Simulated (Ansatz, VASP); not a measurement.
B in VASP and in Ansatz

```
B
1.0
     3.41160    0.00000    0.00000
    -1.70580    2.95454    0.00000
     0.00000    0.00000    2.34829
B
3
Direct
  0.50000 0.50000 0.00000
  0.50000 0.00000 0.00000
  0.00000 0.50000 0.00000
```

Alike in both runs: functional PBE; k mesh 18 × 18 × 20; occupations gaussian, width 0.1 eV; no spin polarisation.

Ansatz relaxed the structure, and its values are those at the end. VASP's run is a single point on that final structure, the one shown.

|  | VASP | Ansatz |
| --- | --- | --- |
| version | VASP 6.6.1 | Ansatz 0.2.0 |
| potentials or method | VASP PAW PBE potentials, release 64 (B) | scalar-relativistic, plane waves, PAW |
| plane-wave cutoff (eV) | 520 | 420 |
| valence electrons in the cell | 9 | 9 |

|  | VASP | Ansatz | Ansatz less VASP |
| --- | --- | --- | --- |
| gap on the k mesh at the Fermi level (eV) | none | none | - |
| pressure (GPa) | 0.0 | 0.0 | +0.04 |

A gap of «none» marks a metal or a gap that the smearing closes.
